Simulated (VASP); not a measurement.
## PbS: which input changes matter

Aim: change the input of a sound run on PbS piece by piece and see what each change does. All runs use PBE. The start is a computed cell from the Materials Project.

Program: VASP 6.6.1. Level of theory: PBE; plane waves and PAW (Pb_d, S). Results are calculated unless marked as measured.

## Step 1: The structure

The structure is orthorhombic, space group Pnma (No. 62). Conventional cell: a = 8.433 Å, b = 4.231 Å, c = 5.982 Å, α = 90.00°, β = 90.00°, γ = 90.00°. Pb has 6 S at 2.98 to 3.00 Å nearest. Nearest to S lie 6 Pb at 2.98 to 3.00 Å. Farther neighbours and most contacts between anions are not listed.

Coordinates:

```xyz
8
Lattice="8.4332 0.0000 0.0000 0.0000 4.2305 0.0000 0.0000 0.0000 5.9825" Properties=species:S:1:pos:R:3 pbc="T T T"
Pb    1.0437    3.1729    4.4874
Pb    5.2603    3.1729    4.4863
Pb    7.3895    1.0576    1.4951
Pb    3.1729    1.0576    1.4962
S     7.3770    1.0576    4.4925
S     3.1604    1.0576    4.4812
S     1.0562    3.1729    1.4899
S     5.2728    3.1729    1.5013
```

## Step 2: Reference run

A single point gives energy, forces and stress at these settings. PBE, the usual starting point, adds the gradient of the density.

The input, INCAR:

```
SYSTEM = PbS
PREC = Accurate
ENCUT = 400
EDIFF = 1E-06
NELM = 100
ISMEAR = -1
SIGMA = 0.05
LREAL = .FALSE.
ALGO = Normal
GGA = PE
NBANDS = 49
LORBIT = 11
LWAVE = .FALSE.
LCHARG = .FALSE.
KPAR = 8
ISIF = 2
```

The input, POSCAR:

```
PbS
1.0
    8.4331939300      0.0000000000      0.0000000000
    0.0000000000      4.2305071600      0.0000000000
    0.0000000000      0.0000000000      5.9824948000
Pb S
4 4
Direct
    0.1237649400      0.7500000000      0.7500887600
    0.6237649400      0.7500000000      0.7499112400
    0.8762350600      0.2500000000      0.2499112400
    0.3762350600      0.2500000000      0.2500887600
    0.8747563400      0.2500000000      0.7509490300
    0.3747563400      0.2500000000      0.7490509700
    0.1252436600      0.7500000000      0.2490509700
    0.6252436600      0.7500000000      0.2509490300
```

The input, KPOINTS:

```
Automatic mesh
0
Gamma
3 6 5
0 0 0
```

Potentials, in the order of the species: Pb_d and S (PBE family, release 64).

On the command line:

```console
mpirun -np 8 vasp_std
```

The log of the run:

```text
[banner, memory and clock lines left out]
running    8 mpi-ranks, on    1 nodes
 distrk:  each k-point on    1 cores,    8 groups
 distr:  one band on    1 cores,    1 groups

 POSCAR found type information on POSCAR PbS
 POSCAR found :  2 types and       8 ions
|                                                                             |
|           W    W    AA    RRRRR   N    N  II  N    N   GGGG   !!!           |
|           W    W   A  A   R    R  NN   N  II  NN   N  G    G  !!!           |
|           W    W  A    A  R    R  N N  N  II  N N  N  G       !!!           |
|           W WW W  AAAAAA  RRRRR   N  N N  II  N  N N  G  GGG   !            |
|           WW  WW  A    A  R   R   N   NN  II  N   NN  G    G                |
|           W    W  A    A  R    R  N    N  II  N    N   GGGG   !!!           |
|                                                                             |
|     For optimal performance we recommend to set                             |
|       NCORE = 2 up to number-of-cores-per-socket                            |
|     NCORE specifies how many cores store one orbital (NPAR=cpu/NCORE).      |
|     This setting can greatly improve the performance of VASP for DFT.       |
|     The default, NCORE=1 might be grossly inefficient on modern             |
|     multi-core architectures or massively parallel machines. Do your        |
|     Unfortunately you need to use the default for GW and RPA                |
|     calculations (for HF NCORE is supported but not extensively tested      |
|     yet).                                                                   |
|                                                                             |

 LDA part: xc-table for (Slater+PW92), standard interpolation
 POSCAR, INCAR and KPOINTS ok, starting setup
 FFT: planning ... GRIDC
 FFT: planning ... GRID_SOFT
 FFT: planning ... GRID
 WAVECAR not read
 entering main loop
       N       E                     dE             d eps       ncg     rms          rms(c)
DAV:   1     0.860598814951E+03    0.86060E+03   -0.31700E+04  2352   0.146E+03
DAV:   2     0.828772767667E+02   -0.77772E+03   -0.75131E+03  2404   0.431E+02
DAV:   3    -0.300957140471E+02   -0.11297E+03   -0.10794E+03  3124   0.192E+02
DAV:   4    -0.367727622839E+02   -0.66770E+01   -0.65969E+01  2904   0.481E+01
DAV:   5    -0.370701719207E+02   -0.29741E+00   -0.29713E+00  2981   0.920E+00    0.931E+00
DAV:   6    -0.350235174694E+02    0.20467E+01   -0.50363E+00  3179   0.106E+01    0.603E+00
DAV:   7    -0.350624856198E+02   -0.38968E-01   -0.10938E+00  3120   0.323E+00    0.352E+00
DAV:   8    -0.350818415299E+02   -0.19356E-01   -0.14567E-01  3187   0.282E+00    0.979E-01
DAV:   9    -0.350715435929E+02    0.10298E-01   -0.29216E-02  3164   0.122E+00    0.294E-01
DAV:  10    -0.350725814131E+02   -0.10378E-02   -0.56093E-03  3150   0.343E-01    0.222E-01
DAV:  11    -0.350726504990E+02   -0.69086E-04   -0.48541E-04  3067   0.187E-01    0.983E-03
DAV:  12    -0.350726537414E+02   -0.32424E-05   -0.38710E-05  3247   0.349E-02    0.506E-03
DAV:  13    -0.350726538131E+02   -0.71700E-07   -0.35570E-06  2215   0.103E-02
   1 F= -.35072654E+02 E0= -.35072631E+02  d E =-.456922E-04
```

The job ended after 20 s (8 MPI ranks of Intel Xeon 6975P-C (Granite Rapids), shared host; peak memory 2.6 GiB).

Lines that name or quote the potential files are left out of all logs, and their timing lines are given in words.

From OUTCAR (step 2):

```text
ion  position               nearest neighbor table
   1  0.124  0.750  0.750-   5 2.98   5 2.98   7 2.99   6 2.99   6 2.99   7 3.00
   2  0.624  0.750  0.750-   6 2.98   6 2.98   8 2.99   5 2.99   5 2.99   8 3.00
   3  0.876  0.250  0.250-   7 2.98   7 2.98   5 2.99   8 2.99   8 2.99   5 3.00
   4  0.376  0.250  0.250-   8 2.98   8 2.98   6 2.99   7 2.99   7 2.99   6 3.00
   5  0.875  0.250  0.751-   1 2.98   1 2.98   3 2.99   2 2.99   2 2.99   3 3.00
   6  0.375  0.250  0.749-   2 2.98   2 2.98   4 2.99   1 2.99   1 2.99   4 3.00
   7  0.125  0.750  0.249-   3 2.98   3 2.98   1 2.99   4 2.99   4 2.99   1 3.00
   8  0.625  0.750  0.251-   4 2.98   4 2.98   2 2.99   3 2.99   3 2.99   2 3.00

  LATTYP: Found a simple orthorhombic cell.
 ALAT       =     4.2305071600
 B/A-ratio  =     1.4141318224
 C/A-ratio  =     1.9934238641

 Subroutine GETGRP returns: Found  8 space group operations
 (whereof  2 operations were pure point group operations)

The static configuration has the point symmetry S_2 .
 The point group associated with its full space group is D_2h.

 Found     24 irreducible k-points:

   k-points           NKPTS =     24   k-points in BZ     NKDIM =     24   number of bands    NBANDS=     49

   dimension x,y,z NGX =    56 NGY =   28 NGZ =   40
   dimension x,y,z NGXF=   112 NGYF=   56 NGZF=   80

   ENCUT  =  400.0 eV  29.40 Ry    5.42 a.u.  13.75  6.90  9.76*2*pi/ulx,y,z

   NELECT =      80.0000    total number of electrons

 k-points in reciprocal lattice and weights: Automatic mesh
   0.00000000  0.00000000  0.00000000       0.011
   0.33333333  0.00000000  0.00000000       0.022
   0.00000000  0.16666667  0.00000000       0.022
   0.33333333  0.16666667  0.00000000       0.044
   0.00000000  0.33333333  0.00000000       0.022
   0.33333333  0.33333333  0.00000000       0.044
   0.00000000  0.50000000  0.00000000       0.011
   0.33333333  0.50000000  0.00000000       0.022
   0.00000000  0.00000000  0.20000000       0.022
[...]
0.00000000  0.50000000  0.40000000       0.022
   0.33333333  0.50000000  0.40000000       0.044

 average (electrostatic) potential at core
       1 -91.8038       2 -91.8038       3 -91.8038       4 -91.8038       5 -85.6019
       6 -85.6019       7 -85.6019       8 -85.6019

 E-fermi :   5.7220

 k-point     1 :       0.0000    0.0000    0.0000
  band No.  band energies     occupation
    ...
     36       3.4760      2.00000
     37       3.7134      2.00000
     38       3.7275      2.00000
     39       4.7378      2.00000
     40       4.7624      2.00000
     41       6.9645      0.00000
     42       6.9723      0.00000
     43       7.9781      0.00000
     44       7.9802      0.00000
     45       9.4932      0.00000
    ...

 k-point     2 :       0.3333    0.0000    0.0000
  band No.  band energies     occupation
    ...
     36       3.6031      2.00000
     37       3.6571      2.00000
     38       3.8807      2.00000
     39       3.9314      2.00000
     40       4.7956      2.00000
     41       7.3412      0.00000
     42       8.1726      0.00000
     43       8.2614      0.00000
     44       8.9293      0.00000
     45       9.1975      0.00000
    ...

 k-point     3 :       0.0000    0.1667    0.0000
  band No.  band energies     occupation
    ...
     36       3.2912      2.00000
     37       3.6247      2.00000
     38       3.9204      2.00000
     39       4.0940      2.00000
     40       4.1089      2.00000
     41       7.8821      0.00000
     42       7.8951      0.00000
     43       9.2168      0.00000
     44       9.2213      0.00000
     45       9.2237      0.00000
    ...

  Total        1.2959418      1.1214579      0.8123847      0.0000000      0.0000000      0.0000000
  in kB        9.7281266      8.4183450      6.0982532      0.0000000      0.0000000      0.0000000
  external PRESSURE =       8.0815749 kB  Pullay stress =       0.0000000 kB

  energy-cutoff  :      400.00
  volume of cell :      213.44
      direct lattice vectors                 reciprocal lattice vectors
     8.433193930  0.000000000  0.000000000     0.118579035  0.000000000  0.000000000
     0.000000000  4.230507160  0.000000000     0.000000000  0.236378279  0.000000000
     0.000000000  0.000000000  5.982494800     0.000000000  0.000000000  0.167154345

 POSITION                                       TOTAL-FORCE (eV/Angst)
 -----------------------------------------------------------------------------------
      1.04373      3.17288      4.48740         0.012536     -0.000000     -0.002657
      5.26033      3.17288      4.48634         0.012536      0.000000      0.002657
      7.38946      1.05763      1.49509        -0.012536     -0.000000      0.002657
      3.17286      1.05763      1.49615        -0.012536      0.000000     -0.002657
      7.37699      1.05763      4.49255         0.000342      0.000000     -0.007836
      3.16039      1.05763      4.48119         0.000342      0.000000      0.007836
      1.05620      3.17288      1.48995        -0.000342      0.000000      0.007836
      5.27280      3.17288      1.50130        -0.000342      0.000000     -0.007836
 -----------------------------------------------------------------------------------
    total drift:                                0.000000     -0.000000     -0.000000

  FREE ENERGIE OF THE ION-ELECTRON SYSTEM (eV)
  ---------------------------------------------------
  free  energy   TOTEN  =       -35.0726538131 eV

  energy  without entropy=      -35.0726081209  energy(sigma->0) =      -35.07263097

 total charge
# of ion       s       p       d       tot
------------------------------------------
    1        1.488   0.493   9.844  11.826
    2        1.488   0.493   9.844  11.826
    3        1.488   0.493   9.844  11.826
    4        1.488   0.493   9.844  11.826
    5        1.350   2.334   0.000   3.683
    6        1.350   2.334   0.000   3.683
    7        1.350   2.334   0.000   3.683
    8        1.350   2.334   0.000   3.683
--------------------------------------------------
tot         11.353  11.307  39.377  62.036

[... 3 further parts left out ...]
```

The gap is read on the k-mesh alone, so it is an upper bound where the band edges lie off the mesh, and a coarse mesh can show a gap where there is none.

This step gave:

```
SCF cycles                             : 13
electrons                              : 80
bands                                  : 49
irreducible k-points                   : 24
symmetry operations                    : 8
free energy (TOTEN)                    : -35.07 eV
Fermi energy                           : 5.722 eV
pressure                               : 0.8082 GPa
metallic, judged on the points sampled : no
valence top at k                       : 0, 0.5, 0.4
conduction bottom at k                 : 0, 0, 0.4
least direct gap at k                  : 0, 0, 0.4
gap on the k-mesh                      : 0.7959 eV
least direct gap on the k-mesh         : 0.8022 eV
```

The pressure is 0.81 GPa and the largest force 0.013 eV/Å, so the cell is not at a minimum at these settings.

## Step 3: Self-consistent run (PBE) with a changed input

A single point gives energy, forces and stress at these settings. Some settings are moved from the usual, to see what they do.

INCAR: that of step 2 with these lines changed.

```diff
@@ -2,3 +2,3 @@
 PREC = Accurate
-ENCUT = 400
+ENCUT = 450
 EDIFF = 1E-06
```

POSCAR is that of step 2.

KPOINTS is that of step 2.

On the command line:

```console
mpirun -np 8 vasp_std
```

The log of the run:

```text
[banner, memory and clock lines left out]
running    8 mpi-ranks, on    1 nodes
 distrk:  each k-point on    1 cores,    8 groups
 distr:  one band on    1 cores,    1 groups

 POSCAR found type information on POSCAR PbS
 POSCAR found :  2 types and       8 ions
 [... a notice as in an earlier step ...]

 LDA part: xc-table for (Slater+PW92), standard interpolation
 POSCAR, INCAR and KPOINTS ok, starting setup
 FFT: planning ... GRIDC
 FFT: planning ... GRID_SOFT
 FFT: planning ... GRID
 WAVECAR not read
 entering main loop
       N       E                     dE             d eps       ncg     rms          rms(c)
DAV:   1     0.899517470417E+03    0.89952E+03   -0.33746E+04  2352   0.159E+03
DAV:   2     0.896507383828E+02   -0.80987E+03   -0.78220E+03  2416   0.453E+02
DAV:   3    -0.293104456569E+02   -0.11896E+03   -0.11353E+03  3060   0.200E+02
DAV:   4    -0.367479358722E+02   -0.74375E+01   -0.73536E+01  2943   0.503E+01
DAV:   5    -0.370712112795E+02   -0.32328E+00   -0.32296E+00  3031   0.984E+00    0.930E+00
DAV:   6    -0.350250301600E+02    0.20462E+01   -0.50359E+00  3181   0.106E+01    0.604E+00
DAV:   7    -0.350631653820E+02   -0.38135E-01   -0.10846E+00  3066   0.325E+00    0.353E+00
DAV:   8    -0.350821916809E+02   -0.19026E-01   -0.14009E-01  3164   0.280E+00    0.984E-01
DAV:   9    -0.350725342621E+02    0.96574E-02   -0.26924E-02  3158   0.118E+00    0.300E-01
DAV:  10    -0.350735519614E+02   -0.10177E-02   -0.56318E-03  3158   0.344E-01    0.219E-01
DAV:  11    -0.350736176238E+02   -0.65662E-04   -0.49316E-04  3054   0.186E-01    0.975E-03
DAV:  12    -0.350736213347E+02   -0.37109E-05   -0.36158E-05  3164   0.335E-02    0.518E-03
DAV:  13    -0.350736213308E+02    0.39809E-08   -0.37591E-06  2271   0.107E-02
   1 F= -.35073621E+02 E0= -.35073598E+02  d E =-.456683E-04
```

The job ended after 26 s (8 MPI ranks; peak memory 2.9 GiB).

Parts of OUTCAR (step 3):

```text
 Found     24 irreducible k-points:

   dimension x,y,z NGX =    60 NGY =   30 NGZ =   42
   dimension x,y,z NGXF=   120 NGYF=   60 NGZF=   84

   ENCUT  =  450.0 eV  33.07 Ry    5.75 a.u.  14.59  7.32 10.35*2*pi/ulx,y,z

   NELECT =      80.0000    total number of electrons

 E-fermi :   5.7219

 k-point     1 :       0.0000    0.0000    0.0000
  band No.  band energies     occupation
    ...
     36       3.4758      2.00000
     37       3.7132      2.00000
     38       3.7273      2.00000
     39       4.7378      2.00000
     40       4.7623      2.00000
     41       6.9645      0.00000
     42       6.9723      0.00000
     43       7.9781      0.00000
     44       7.9802      0.00000
     45       9.4931      0.00000
    ...

 k-point     2 :       0.3333    0.0000    0.0000
  band No.  band energies     occupation
    ...
     36       3.6029      2.00000
     37       3.6571      2.00000
     38       3.8805      2.00000
     39       3.9313      2.00000
     40       4.7955      2.00000
     41       7.3412      0.00000
     42       8.1726      0.00000
     43       8.2614      0.00000
     44       8.9292      0.00000
     45       9.1975      0.00000
    ...

  Total        1.3417496      1.1666134      0.8539722      0.0000000      0.0000000      0.0000000
  in kB       10.0719885      8.7573093      6.4104343      0.0000000      0.0000000      0.0000000
  external PRESSURE =       8.4132441 kB  Pullay stress =       0.0000000 kB

  energy-cutoff  :      450.00
  volume of cell :      213.44
      direct lattice vectors                 reciprocal lattice vectors
     8.433193930  0.000000000  0.000000000     0.118579035  0.000000000  0.000000000
     0.000000000  4.230507160  0.000000000     0.000000000  0.236378279  0.000000000
     0.000000000  0.000000000  5.982494800     0.000000000  0.000000000  0.167154345

 POSITION                                       TOTAL-FORCE (eV/Angst)
 -----------------------------------------------------------------------------------
      1.04373      3.17288      4.48740         0.012721     -0.000000     -0.002678
      5.26033      3.17288      4.48634         0.012721      0.000000      0.002678
      7.38946      1.05763      1.49509        -0.012721     -0.000000      0.002678
      3.17286      1.05763      1.49615        -0.012721      0.000000     -0.002678
      7.37699      1.05763      4.49255         0.000358      0.000000     -0.007878
      3.16039      1.05763      4.48119         0.000358      0.000000      0.007878
      1.05620      3.17288      1.48995        -0.000358      0.000000      0.007878
      5.27280      3.17288      1.50130        -0.000358      0.000000     -0.007878
 -----------------------------------------------------------------------------------
    total drift:                                0.000000     -0.000000     -0.000000

  FREE ENERGIE OF THE ION-ELECTRON SYSTEM (eV)
  ---------------------------------------------------
  free  energy   TOTEN  =       -35.0736213308 eV

  energy  without entropy=      -35.0735756625  energy(sigma->0) =      -35.07359850

 total charge
# of ion       s       p       d       tot
------------------------------------------
    1        1.488   0.493   9.844  11.826
    2        1.488   0.493   9.844  11.826
    3        1.488   0.493   9.844  11.826
    4        1.488   0.493   9.844  11.826
    5        1.350   2.335   0.000   3.684
    6        1.350   2.335   0.000   3.684
    7        1.350   2.335   0.000   3.684
    8        1.350   2.335   0.000   3.684
--------------------------------------------------
tot         11.352  11.311  39.377  62.039

[... 6 parts as in an earlier step ...]

[... 5 further parts left out ...]
```

This step gave:

* pressure: 0.8413 GPa
* least direct gap on the k-mesh: 0.8023 eV

Against the reference run the energy at zero smearing moves by -0.12 meV an atom and the pressure by +0.03 GPa.

(Continued in part 2 of 3.)

[Lines on the potential files, build, host, timing and source positions are cut from VASP's logs without a mark.]

[Logs are printed without paths, hosts, clocks, repeated set-up lines and the standing remarks that a program may print on its own settings, such as how far it seeks lower states.]

[Hosts, paths, dates, database ids (printed as entryN), source tags and the programs' standing remarks are cut or masked in the printed files.]

[A measured line is paired with the nearest computed mode of its activity, which favours agreement.]

[In band tables of VASP the shares of atoms and orbitals are scaled to a sum of 1 inside the atoms' spheres.]
